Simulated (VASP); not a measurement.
# GdO (F-43m) in VASP: further runs, part 2 of 2

VASP 6.6.1. Earlier steps stand in the parts before.

## (3) Single point, PBEsol+U, collinear spin, antiferromagnetic start

This run uses another cell than the first one: it holds 4 atoms, not 2.

File INCAR:

```
PREC = Accurate
ENCUT = 520
EDIFF = 1E-6
ISMEAR = 0
SIGMA = 0.05
LREAL = False
LASPH = True
NELM = 120
ALGO = Normal
ISIF = 2
LWAVE = False
LCHARG = False
ISPIN = 2
MAGMOM = 7 -7 0 0
LORBIT = 11
LMAXMIX = 6
LDAU = True
LDAUTYPE = 2
LDAUL = 3 -1
LDAUU = 4 0
LDAUJ = 0 0
LDAUPRINT = 1
GGA = PS
```

File KPOINTS:

```
regular mesh
0
Gamma
  6 6 6
```

File POSCAR:

```
GdO
1.0
    2.7000000000      2.7000000000      5.4000000000
    2.7000000000     -2.7000000000      0.0000000000
    2.7000000000      2.7000000000      0.0000000000
Gd O
2 2
Direct
    0.0000000000      0.0000000000      0.0000000000
    0.5000000000      0.5000000000      0.0000000000
    0.2500000000      0.0000000000      0.2500000000
    0.7500000000      0.5000000000      0.2500000000
```

Potentials or basis: VASP PAW PBE potentials, release 64 (Gd, O).

Launch:

```bash
$ cat potpaw_PBE.64/Gd/POTCAR potpaw_PBE.64/O/POTCAR > POTCAR
$ mpirun -np 1 vasp_std > vasp.out
```

OUTCAR:

```text
PREC = Accurate
   ENCUT = 520
   EDIFF = 1E-6
   ISMEAR = 0
   LREAL = False
   LASPH = True
   NELM = 120
   ISIF = 2
   ISPIN = 2
   LORBIT = 11
   GGA = PS

 ion  position               nearest neighbor table
   1  0.000  0.000  0.000-   3 2.34   4 2.34   4 2.34   3 2.34
   2  0.500  0.500  0.000-   3 2.34   4 2.34   3 2.34   4 2.34
   3  0.250  0.000  0.250-   1 2.34   2 2.34   2 2.34   1 2.34
   4  0.750  0.500  0.250-   1 2.34   2 2.34   1 2.34   2 2.34

  LATTYP: Found a simple tetragonal cell.
 ALAT       =     3.8183766184
 C/A-ratio  =     1.4142135624

  Lattice vectors:

 A1 = (   2.7000000000,  -2.7000000000,   0.0000000000)
 A2 = (   2.7000000000,   2.7000000000,   0.0000000000)
 A3 = (   0.0000000000,   0.0000000000,   5.4000000000)

Analysis of symmetry for initial positions (statically):
=====================================================================
 Subroutine PRICEL returns following result:

  LATTYP: Found a face centered cubic cell.
 ALAT       =     5.4000000000
[... 12 lines left out ...]
 Subroutine GETGRP returns: Found  8 space group operations
 (whereof  8 operations were pure point group operations)
 out of a pool of 16 trial point group operations.

The static configuration has the point symmetry D_2d.

Analysis of symmetry for dynamics (positions and initial velocities):
=====================================================================
 Subroutine PRICEL returns following result:

  LATTYP: Found a face centered cubic cell.
 ALAT       =     5.4000000000
[... 12 lines left out ...]
 Subroutine GETGRP returns: Found  8 space group operations
 (whereof  8 operations were pure point group operations)
 out of a pool of 16 trial point group operations.

The dynamic configuration has the point symmetry D_2d.

[... 250 lines left out ...]

 Free energy of the ion-electron system (eV)
  ---------------------------------------------------
  ext. energy  EPLUGINS =         0.00000000
  ---------------------------------------------------
  free energy    TOTEN  =       -44.51819463 eV

  energy without entropy =      -44.51294135  energy(sigma->0) =      -44.51556799

 E-fermi :   4.0024     XC(G=0): -10.3670

 val. band max:        3.9574527376   @ k =   0.5000   0.0000   0.0000
 cond. band min:       4.0143985853   @ k =   0.5000   0.3333   0.1667
 fundamental gap:      0.0569458477
 Fermi energy:         4.0023834022

 spin component 1

 k-point     1 :       0.0000    0.0000    0.0000
  band No.  band energies     occupation
      1     -41.7572      1.00000
      2     -38.6286      1.00000
      3     -19.6315      1.00000
      4     -19.0844      1.00000
      5     -19.0844      1.00000
      6     -17.4307      1.00000
[... 1481 lines left out ...]
     27       5.5810      0.00000
     28       5.7227      0.00000

 [... further k-points ...]

------------------------ aborting loop because EDIFF is reached ----------------------------------------

  FORCE on cell =-STRESS in cart. coord.  units (eV):
  Direction    XX          YY          ZZ          XY          YZ          ZX
  --------------------------------------------------------------------------------------
  -------------------------------------------------------------------------------------
  Total       -2.3111391     -2.3111391     -2.2904698      0.0000000     -0.0000000      0.0000000
  in kB      -47.0311262    -47.0311262    -46.6105116      0.0000000     -0.0000000      0.0000000
  external PRESSURE =     -46.8909213 kB  Pullay stress =       0.0000000 kB

 VOLUME and BASIS-vectors are now :
 -----------------------------------------------------------------------------
  energy-cutoff  :      520.00
  volume of cell :       78.73
      direct lattice vectors                 reciprocal lattice vectors
     2.700000000  2.700000000  5.400000000     0.000000000  0.000000000  0.185185185
     2.700000000 -2.700000000  0.000000000     0.185185185 -0.185185185  0.000000000
     2.700000000  2.700000000  0.000000000     0.185185185  0.185185185 -0.185185185

 POSITION                                       TOTAL-FORCE (eV/Angst)
 -----------------------------------------------------------------------------------
      0.00000      0.00000      0.00000         0.000000     -0.000000      0.000000
      2.70000      0.00000      2.70000        -0.000000     -0.000000      0.000000
      1.35000      1.35000      1.35000        -0.000000      0.000000     -0.000000
      4.05000      1.35000      4.05000        -0.000000      0.000000     -0.000000
 -----------------------------------------------------------------------------------
    total drift:                                0.000007      0.000007      0.000027

  FREE ENERGIE OF THE ION-ELECTRON SYSTEM (eV)
  ---------------------------------------------------
  free  energy   TOTEN  =       -44.5181946304 eV

  energy  without entropy=      -44.5129413550  energy(sigma->0) =      -44.51556799

 total charge

# of ion       s       p       d       f       tot
--------------------------------------------------
    1        2.030   5.620   0.515   6.994  15.160
    2        2.030   5.620   0.515   6.994  15.160
    3        1.565   3.399   0.000   0.000   4.964
    4        1.565   3.399   0.000   0.000   4.964
--------------------------------------------------
tot          7.191  18.038   1.030  13.988  40.248

 magnetization (x)

# of ion       s       p       d       f       tot
--------------------------------------------------
    1       -0.004  -0.073   0.068   6.865   6.856
    2        0.004   0.073  -0.068  -6.865  -6.856
    3        0.000   0.000   0.000   0.000   0.000
    4        0.000   0.000   0.000   0.000   0.000
--------------------------------------------------
tot          0.000   0.000   0.000   0.000   0.000
```

OSZICAR:

```text
N       E                     dE             d eps       ncg     rms          rms(c)
DAV:   1     0.428549668428E+03    0.42855E+03   -0.17707E+04  6080   0.884E+03
DAV:   2     0.957177657982E+02   -0.33283E+03   -0.31527E+03  6852   0.599E+02
[... 32 lines left out ...]
DAV:  35    -0.445182213076E+02   -0.77362E-05   -0.24784E-04  8192   0.146E-01    0.502E-01
DAV:  36    -0.445182176249E+02    0.36826E-05   -0.24253E-05  6528   0.142E-01    0.198E-01
DAV:  37    -0.445181976027E+02    0.20022E-04   -0.29416E-05  6852   0.160E-01    0.168E-01
DAV:  38    -0.445181902466E+02    0.73561E-05   -0.61147E-05  8156   0.172E-01    0.381E-02
DAV:  39    -0.445181953486E+02   -0.51020E-05   -0.54646E-05  7340   0.625E-02    0.868E-02
DAV:  40    -0.445181951065E+02    0.24218E-06   -0.10840E-05  5108   0.383E-02    0.862E-02
DAV:  41    -0.445181946304E+02    0.47602E-06   -0.56207E-07  3248   0.271E-02
   1 F= -.44518195E+02 E0= -.44515568E+02  d E =-.525328E-02  mag=     0.0000
```

It took 12 min on 1 thread of Intel Xeon Platinum 8375C at 2.90GHz (Ice Lake), shared host; peak memory 0.33 GiB.

What came out:

| Property | Result |
| --- | --- |
| Free energy | -44.5182 eV |
| Pressure | -4.7 GPa |
| Band gap on the k mesh | none (metal or under the smearing width) |
| Net moment | 0.00 μB per cell |
| Site moments | Gd +6.86, -6.86; O +0.00 μB |
| Valence electrons inside the program's atomic spheres | Gd 15.16; O 4.96 |

Levels at points of the mesh, in eV from the Fermi level:
Spin up:
```tsv
k point	band 20	band 21	band 22	band 23	band 24	band 25	band 26	band 27	band 28
(0.00, 0.00, 0.00)	-5.70	-5.70	-4.61	-4.61	-2.01	-0.29	0.91	1.87	1.87
(0.50, 0.00, 0.00)	-5.22	-5.22	-5.18	-5.18	-0.04	0.23	0.65	0.81	1.92
(0.00, 0.50, 0.00)	-5.35	-5.33	-5.24	-5.20	0.10	0.37	1.37	1.62	1.83
(0.50, 0.50, 0.00)	-5.33	-5.32	-5.30	-5.25	0.23	0.63	1.61	1.78	1.80
(0.00, 0.50, 0.50)	-5.32	-5.29	-4.61	-4.61	-0.30	-0.30	0.66	1.01	1.92
(0.50, 0.50, 0.50)	-4.73	-4.61	-4.61	-4.49	-0.30	-0.30	0.69	1.20	1.93
```
Spin down:
```csv
k point,band 21,band 22,band 23,band 24,band 25,band 26,band 27,band 28
"(0.00, 0.00, 0.00)",-5.70,-4.61,-4.61,-2.01,-0.29,0.91,1.87,1.89
"(0.50, 0.00, 0.00)",-5.22,-5.18,-5.18,-0.04,0.23,0.65,0.81,1.92
"(0.00, 0.50, 0.00)",-5.33,-5.24,-5.20,0.10,0.37,1.37,1.62,1.82
"(0.50, 0.50, 0.00)",-5.32,-5.30,-5.25,0.23,0.63,1.61,1.78,1.81
"(0.00, 0.50, 0.50)",-5.29,-4.61,-4.61,-0.30,-0.30,0.66,1.01,1.92
"(0.50, 0.50, 0.50)",-4.61,-4.61,-4.49,-0.30,-0.30,0.69,1.20,1.93
```

Eigenvalues of the final occupation matrices:
| site | spin | trace | eigenvalues |
| --- | --- | --- | --- |
| site 1 f | 1 | 6.94 | 0.99 0.99 0.99 0.99 0.99 0.99 0.99 |
| site 1 f | 2 | 0.07 | 0.00 0.00 0.00 0.01 0.01 0.01 0.04 |
| site 2 f | 1 | 0.07 | 0.00 0.00 0.00 0.01 0.01 0.01 0.04 |
| site 2 f | 2 | 6.94 | 0.99 0.99 0.99 0.99 0.99 0.99 0.99 |

Caveat: the PAW data sets were made with another functional, which shifts forces and pressure a little; spin-orbit coupling is left out, which moves the levels of the heavy elements. The state reached can hang on the start; a lower one may exist.

## (4) Single point, PBEsol+U, collinear spin, zero start

File INCAR:

```
ALGO = Normal
EDIFF = 1E-6
ENCUT = 520
GGA = PS
ISIF = 2
ISMEAR = 0
ISPIN = 2
LASPH = T
LCHARG = F
LDAU = T
LDAUJ = 0 0
LDAUL = 3 -1
LDAUPRINT = 1
LDAUTYPE = 2
LDAUU = 4 0
LMAXMIX = 6
LORBIT = 11
LREAL = F
LWAVE = F
MAGMOM = 0 0
NELM = 120
PREC = Accurate
SIGMA = 0.05
```

File KPOINTS:

```
k-points
0
Gamma
  6 6 6
```

File POSCAR:

```
GdO
1.0
    0.0000000000      2.7000000000      2.7000000000
    2.7000000000      0.0000000000      2.7000000000
    2.7000000000      2.7000000000      0.0000000000
Gd O
1 1
Direct
    0.0000000000      0.0000000000      0.0000000000
    0.2500000000      0.2500000000      0.2500000000
```

Launch:

```bash
$ cat potpaw_PBE.64/Gd/POTCAR potpaw_PBE.64/O/POTCAR > POTCAR
$ mpirun -np 1 vasp_std > vasp.out
```

Run time: 83 s. Hardware: 1 thread of Intel Xeon Platinum 8375C at 2.90GHz (Ice Lake), shared host; peak memory 0.19 GiB.

Results (log left out):

- Free energy: -22.4016 eV
- Pressure: -3.9 GPa
- Net moment: -7.86 μB per cell
- Site moments: Gd -7.06; O +0.01 μB
- Valence electrons inside the program's atomic spheres: Gd 15.14; O 4.98

Levels at points of the mesh, in eV from the Fermi level:
Spin up:
| k point | band 6 | band 7 | band 8 | band 9 | band 10 | band 11 |
| --- | --- | --- | --- | --- | --- | --- |
| (0.00, 0.00, 0.00) | -5.48 | -5.48 | -5.48 | -1.17 | 1.83 | 1.83 |
| (0.50, 0.00, 0.00) | -5.08 | -5.08 | -5.06 | 1.08 | 1.62 | 1.80 |
| (0.50, 0.50, 0.00) | -6.02 | -4.37 | -4.37 | 0.84 | 1.17 | 1.83 |
Spin down:
| k point | band 13 | band 14 | band 15 | band 16 |
| --- | --- | --- | --- | --- |
| (0.00, 0.00, 0.00) | -5.56 | -5.56 | -5.56 | -2.39 |
| (0.50, 0.00, 0.00) | -5.38 | -5.17 | -5.17 | 0.13 |
| (0.50, 0.50, 0.00) | -6.13 | -4.44 | -4.44 | -0.95 |

Eigenvalues of the final occupation matrices:
```
    site  spin  trace                         eigenvalues
site 1 f     1   0.04  0.00 0.00 0.00 0.00 0.00 0.00 0.02
site 1 f     2   6.94  0.99 0.99 0.99 0.99 0.99 0.99 1.00
```

Caveat: the bands computed are all filled at some k points, so no gap is given; the PAW data sets were made with another functional, which shifts forces and pressure a little; spin-orbit coupling is left out, which moves the levels of the heavy elements; a cell with one magnetic atom can't hold antiferromagnetic order, which such compounds often take.

## (5) Single point, PBEsol+U, collinear spin, random start

File INCAR:

```
PREC = Accurate
ENCUT = 520
EDIFF = 1E-7
ISMEAR = 0
SIGMA = 0.05
LREAL = False
LASPH = True
NELM = 100
ALGO = Normal
ISIF = 2
LWAVE = False
LCHARG = False
ISPIN = 2
MAGMOM = -0.84 0
LORBIT = 11
LMAXMIX = 6
LDAU = True
LDAUTYPE = 2
LDAUL = 3 -1
LDAUU = 4 0
LDAUJ = 0 0
LDAUPRINT = 1
GGA = PS
NBANDS = 23
```

File KPOINTS:

```
regular mesh
0
Gamma
  6 6 6
```

POSCAR is that of step 4.

Launch:

```bash
$ cat potpaw_PBE.64/Gd/POTCAR potpaw_PBE.64/O/POTCAR > POTCAR
$ mpirun -np 1 vasp_std > vasp.out
```

It took 81 s on 1 thread of Intel Xeon Platinum 8375C at 2.90GHz (Ice Lake), shared host; peak memory 0.19 GiB.

The run converged. Its results:

```
Free energy                                           : -22.4016 eV
Pressure                                              : -3.9 GPa
Band gap on the k mesh                                : none (metal or under the smearing width)
Net moment                                            : -7.86 μB per cell
Site moments                                          : Gd -7.06; O +0.01 μB
Valence electrons inside the program's atomic spheres : Gd 15.14; O 4.98
```

Levels at points of the mesh, in eV from the Fermi level:
Spin up:
```csv
k point,band 5,band 6,band 7,band 8,band 9,band 10,band 11,band 12
"(0.00, 0.00, 0.00)",-19.21,-5.48,-5.48,-5.48,-1.17,1.83,1.83,1.83
"(0.50, 0.00, 0.00)",-18.03,-5.08,-5.08,-5.06,1.08,1.62,1.80,1.80
"(0.50, 0.50, 0.00)",-17.69,-6.02,-4.37,-4.37,0.84,1.17,1.83,1.90
```
Spin down:
```tsv
k point	band 13	band 14	band 15	band 16	band 17	band 18	band 19	band 20
(0.00, 0.00, 0.00)	-5.56	-5.56	-5.56	-2.39	2.40	2.40	4.38	4.38
(0.50, 0.00, 0.00)	-5.38	-5.17	-5.17	0.13	2.29	2.29	2.81	4.44
(0.50, 0.50, 0.00)	-6.13	-4.44	-4.44	-0.95	0.91	3.97	4.45	4.45
```

Eigenvalues of the final occupation matrices:
| site | spin | trace | eigenvalues |
| --- | --- | --- | --- |
| site 1 f | 1 | 0.04 | 0.00 0.00 0.00 0.00 0.00 0.00 0.02 |
| site 1 f | 2 | 6.94 | 0.99 0.99 0.99 0.99 0.99 0.99 1.00 |

Caveat: the PAW data sets were made with another functional, which shifts forces and pressure a little; spin-orbit coupling is left out, which moves the levels of the heavy elements; a cell with one magnetic atom can't hold antiferromagnetic order, which such compounds often take.

## (6) Single point, PBEsol+U, collinear spin, ferromagnetic start

File INCAR:

```
SYSTEM = GdO
PREC = Accurate ; ENCUT = 520
EDIFF = 1E-6 ; ISMEAR = 0
SIGMA = 0.05 ; LREAL = .FALSE.
LASPH = .TRUE. ; NELM = 150
ALGO = Normal ; ISIF = 2
LWAVE = .FALSE. ; LCHARG = .FALSE.
ISPIN = 2 ; MAGMOM = 7 0
LORBIT = 11 ; NUPDOWN = 2
LMAXMIX = 6 ; LDAU = .TRUE.
LDAUTYPE = 2 ; LDAUL = 3 -1
LDAUU = 4 0 ; LDAUJ = 0 0
LDAUPRINT = 1 ; GGA = PS
NBANDS = 23
```

File KPOINTS:

```
regular mesh
0
G
  6 6 6
  0 0 0
```

POSCAR is that of step 5.

Potentials or basis: VASP PAW PBE potentials, release 64 (Gd, O).

Launch:

```bash
$ cat potpaw_PBE.64/Gd/POTCAR potpaw_PBE.64/O/POTCAR > POTCAR
$ mpirun -np 1 vasp_std > vasp.out
```

Run time: 2.2 min. Hardware: 1 thread of Intel Xeon Platinum 8375C at 2.90GHz (Ice Lake), shared host; peak memory 0.2 GiB.

It converged, with:

- Free energy: -16.2554 eV
- Pressure: -3.2 GPa
- Net moment: 2.00 μB per cell
- Site moments: Gd +1.37; O -0.02 μB
- Valence electrons inside the program's atomic spheres: Gd 15.21; O 4.97

Eigenvalues of the final occupation matrices:
```tsv
site	spin	trace	eigenvalues
site 1 f	1	4.18	0.08 0.08 0.08 0.99 0.99 0.99 0.99
site 1 f	2	2.98	0.00 0.00 0.00 0.01 0.99 0.99 0.99
```

Caveat: the moment is held away from its start; the PAW data sets were made with another functional, which shifts forces and pressure a little; spin-orbit coupling is left out, which moves the levels of the heavy elements; the total moment is fixed, so each spin has its own Fermi level; a cell with one magnetic atom can't hold antiferromagnetic order, which such compounds often take. The state reached can hang on the start; a lower one may exist.

## (7) The runs side by side

| spin | fixed moment (μB) | supercell matrix | gap on the mesh (eV) | pressure (GPa) | moment (μB) |
| --- | --- | --- | --- | --- | --- |
| collinear, ferromagnetic start | - | - | none | -4.0 | 7.86 |
| collinear, antiferromagnetic start | - | [1, 1, 0, -1, 1, 0, 0, 0, 1] | none | -4.7 | 0.00 |
| collinear, zero start | - | - | - | -3.9 | 7.86 |
| collinear, random start | - | - | none | -3.9 | 7.86 |
| collinear, ferromagnetic start | 2 | - | - | -3.2 | 2.00 |

Alike in all rows: task single point; level PBEsol+U; potentials or basis VASP PAW PBE potentials, release 64 (Gd, O); Gd f U = 4 eV; cell as given; k mesh 6 × 6 × 6; cutoff (eV) 520; smearing gaussian 0.05 eV.

Every run on the cell as given and a fine mesh finds a metal.

Caveats: the PAW data sets were made with another functional, which shifts forces and pressure a little; spin-orbit coupling is left out, which moves the levels of the heavy elements; a cell with one magnetic atom can't hold antiferromagnetic order, which such compounds often take (some runs); the bands computed are all filled at some k points, so no gap is given (some runs); the moment is held away from its start (some runs); the total moment is fixed, so each spin has its own Fermi level (some runs).

Total energies depend on the potentials used, so only differences within one code and one set of settings carry meaning.
